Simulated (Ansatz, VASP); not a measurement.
# C in VASP and in Ansatz

```xyz
2
Lattice="-0.0602 1.7200 1.7200 1.7200 -0.0602 1.7200 1.7200 1.7200 -0.0602" Properties=species:S:1:pos:R:3 pbc="T T T"
C    -0.0029   -0.0029   -0.0029
C     0.8478    0.8478    0.8478
```

Change from the starting cell: shear_111 strain -5.1%.

Alike in both runs: task single point; functional PBE; k mesh 12 × 12 × 12; occupations fermi-dirac, width 0.02 eV; no spin polarisation.

|  | VASP | Ansatz |
| --- | --- | --- |
| version | VASP 6.6.1 | Ansatz 0.2.0 |
| potentials or method | VASP PAW PBE potentials, release 64 (C) | plane waves, PAW |
| plane-wave cutoff (eV) | 520 | 420 |
| valence electrons in the cell | 8 | 8 |

|  | VASP | Ansatz | Ansatz less VASP |
| --- | --- | --- | --- |
| gap on the k mesh at the Fermi level (eV) | 3.96 | 3.96 | +0.010 |
| pressure (GPa) | 32.0 | 31.1 | -0.93 |
| largest component of the traceless stress (GPa) | 22.56 | 22.44 | -0.118 |
| rms of the force components (eV/Å) | 0.055 | 0.046 | -0.0091 |

Atom by atom the forces differ by 0.009 eV/Å (rms over components). The functional is the same, so the differences come from potentials, cutoffs and numerics.

Caveats: so large a pressure means that the cell lies far from this level's equilibrium, or that cutoff or potentials fall short (VASP).
